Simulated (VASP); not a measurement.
EuS:

```
Eu S
1.0
     0.00000    2.97850    2.97850
     2.97850    0.00000    2.97850
     2.97850    2.97850    0.00000
Eu S
1 1
Direct
  0.00000 0.00000 0.00000
  0.50000 0.50000 0.50000
```

Base run:

- Program: VASP 6.6.1
- Functional: LDA
- Potentials or basis: VASP PAW PBE potentials, release 64 (Eu, S)
- Cutoff: 520 eV
- k mesh: 10 × 10 × 10
- Occupations: fermi-dirac, width 0.05 eV
- Spin: collinear spin, ferromagnetic start
- Starting moments: [7.0, 0.0] μB
- Hubbard terms: Eu f U = 6.0 eV

Its results: band gap on the k mesh 0.27 eV, indirect (least direct gap 0.55 eV); pressure -3.8 GPa; net moment 7.00 μB per cell; site moments Eu +6.74; S -0.06 μB.

The run is repeated on the same cell with these changes: functional from LDA to PBEsol. What comes out?

Band gap on the k mesh 0.28 eV, indirect (least direct gap 0.56 eV); pressure -1.9 GPa; net moment 7.00 μB per cell; site moments Eu +6.73; S -0.07 μB.

PBEsol binds less tightly than LDA, so the same cell stands under more pressure.

Caveats: the PAW data sets were made with another functional, which shifts forces and pressure a little; spin-orbit coupling is left out, which moves the levels of the heavy elements; a cell with one magnetic atom can't hold antiferromagnetic order, which such compounds often take.

A k mesh can miss the band edges.
